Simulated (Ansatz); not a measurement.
The system is Cd.

```
Cd
1.0
    -1.78432    1.78432    1.78432
     1.78432   -1.78432    1.78432
     1.78432    1.78432   -1.78432
Cd
1
Cartesian
  0.0000 0.0000 0.0000
```

This isn't the form of Cd at room conditions, which is hcp.

Program: Ansatz 0.2.0. Alike in all runs: task single point; potentials or basis all-electron LAPW, scalar-relativistic; no spin polarisation; cell as given; k mesh 10 × 10 × 10; cutoff (eV) 205; basis error allowed 0.001 eV/atom.

**Question.** Order these runs on this cell by their pressure, lowest first.
A. level PBE; smearing gaussian 0.02 eV
B. level PBEsol; smearing gaussian 0.05 eV
C. level RPBE; smearing gaussian 0.1 eV

**Answer.** B (-2.8 GPa), A (1.2 GPa), C (3.5 GPa).
